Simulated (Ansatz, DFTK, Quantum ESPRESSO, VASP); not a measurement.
One calculation of AlO, 4 ways

```
CELL_PARAMETERS angstrom
2.76919 0.00000 0.00000
0.00000 2.76919 0.00000
0.00000 0.00000 2.76919
ATOMIC_POSITIONS crystal
Al 0.50000 0.50000 0.50000
O 0.00000 0.00000 0.00000
```

The cell comes from a database or a generator and needn't be the stable form of this composition.

Alike in all runs: task equation of state; functional PBE; k mesh 10 × 10 × 10; occupations fermi-dirac, width 0.05 eV; no spin polarisation; no spin-orbit coupling.

```csv
program and potentials,plane-wave cutoff (eV),notes,equilibrium volume (Å³/atom),bulk modulus (GPa)
"Ansatz, Ansatz PAW (earlier soft set)",420,-,?,?
"Quantum ESPRESSO, SSSP 1.3 efficiency PBE",748,-,10.62,131.3
"DFTK, PseudoDojo SR PBE 0.4.1 standard (PBE)",1143,-,10.58,130.9
"VASP, PBE PAW files Al, O, 520 eV",520,-,10.62,130.7
```

Q: Estimate from the other rows what the run with Ansatz, Ansatz PAW (earlier soft set) gave.

A: Equilibrium volume 10.62 Å³/atom; bulk modulus 131.1 GPa. The other rows, which needn't bracket it: equilibrium volume 10.58 to 10.62; bulk modulus 130.7 to 131.3.
